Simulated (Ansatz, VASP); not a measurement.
**Pb: VASP beside Ansatz**

File INCAR:

```
  PREC = Accurate
  ENCUT = 520
  EDIFF = 1E-6
  ISMEAR = -1
  SIGMA = 0.05
  LREAL = F
  LASPH = T
  NELM = 80
  ALGO = Normal
  ISIF = 2
  LWAVE = F
  LCHARG = F
  GGA = PE
  NBANDS = 13
```

The input KPOINTS:

```
regular mesh
0
Gamma
  9 9 9
```

Contents of POSCAR:

```
Pb
1.0
    0.0190723327      2.4295838235      2.4196611968
    2.4690305996     -0.0066553791      2.4453889086
    2.4477893715      2.4340703072      0.0145858490
Pb
1
Direct
    0.0000000000      0.0000000000      0.0000000000
```

Contents of input.yaml:

```yaml
crystal:
  lattice:
    - [0.0190723327, 2.4295838235, 2.4196611968]
    - [2.4690305996, -0.0066553791, 2.4453889086]
    - [2.4477893715, 2.4340703072, 0.014585849]
  atoms:
    - { symbol: Pb, position: [0.0, 0.0, 0.0] }
kpoints:
  mp_grid: { grid: [9, 9, 9] }
scf:
  occupations: { method: fermi_dirac, width: 0.05 }
hamiltonian:
  xc: pbe
  pseudopotentials: { kind: all_electron, lapw: { basis_error: 0.0005 } }
output:
  forces: true
  stress: true
  eigenvalues: true
```

Change from the starting cell: volume scaled by 0.96.

Alike in both runs: task single point; functional PBE; k mesh 9 × 9 × 9; occupations fermi-dirac, width 0.05 eV; no spin polarisation.

```csv
,VASP,Ansatz
version,VASP 6.6.1,Ansatz 0.2.0
potentials or method,"VASP PAW PBE potentials, release 64 (Pb_d)","all-electron LAPW, scalar-relativistic"
plane-wave cutoff (eV),520,see its input
```

Ansatz gave:

```
gap on the k mesh at the Fermi level (eV)       : none
pressure (GPa)                                  : 5.0
largest component of the traceless stress (GPa) : 0.65
```

**Question.** What did VASP give for the same quantities?

**Answer.** gap on the k mesh at the Fermi level (eV): none; pressure (GPa): 4.9; largest component of the traceless stress (GPa): 0.65.

A gap of «none» marks a metal or a gap that the smearing closes. Ansatz ran all-electron here, so the differences hold the error of VASP's frozen core and of both bases.

Spin-orbit coupling is left out, which matters for the levels of Pb.
